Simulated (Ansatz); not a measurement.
Level of theory: DFT PBE, scalar-relativistic, plane waves, PAW in Ansatz 0.2.0. Settings of the last relaxation (8-atom cell): 420 eV, 12×12×4 k points, Gaussian smearing of 0.02 eV, no spin polarisation.

Formation energies are uncorrected and refer to the elements' standard structures at the same level (O₂ as a molecule).

Question: Find a candidate hexagonal semiconductor with formula ZnO, with a gap near 0.7 eV, a formation energy near −1.42 eV/atom and about 12 Å³ per atom, in a cell of 8 atoms. Its symmetry should be P6_3mc (No. 186).

Answer: ZnO, space group P6_3mc (No. 186). Zn on its first site has 4 O at 2.00 Å; Zn on its second site is surrounded by 4 O at 2.00–2.01 Å; around O on its first site lie 4 Zn at 2.00 Å; O on its second site is surrounded by 4 Zn at 2.00–2.01 Å.

```
Zn O
1.0
     3.27181    0.00000    0.00000
    -1.63591    2.83347    0.00000
     0.00000    0.00000   10.63000
Zn O
4 4
Direct
  0.66667 0.33333 0.84410
  0.33333 0.66667 0.34410
  0.00000 0.00000 0.59431
  0.00000 0.00000 0.09431
  0.66667 0.33333 0.65592
  0.33333 0.66667 0.15592
  0.00000 0.00000 0.40568
  0.00000 0.00000 0.90568
```

The volume per atom is 12.32 Å³ and the density is 5.49 g/cm³. The formation energy is −1.420 eV/atom and the gap on the 12×12×4 mesh of the 8-atom cell is 0.69 eV.

The cell was found from a structure generator's guess, not taken from experiment. The answer needn't be unique; the calculation gave this one.

Kohn–Sham gaps at this level usually fall short of measured ones. A later test with randomly moved atoms came back to the same energy, though modes that don't fit the test's cell weren't probed.
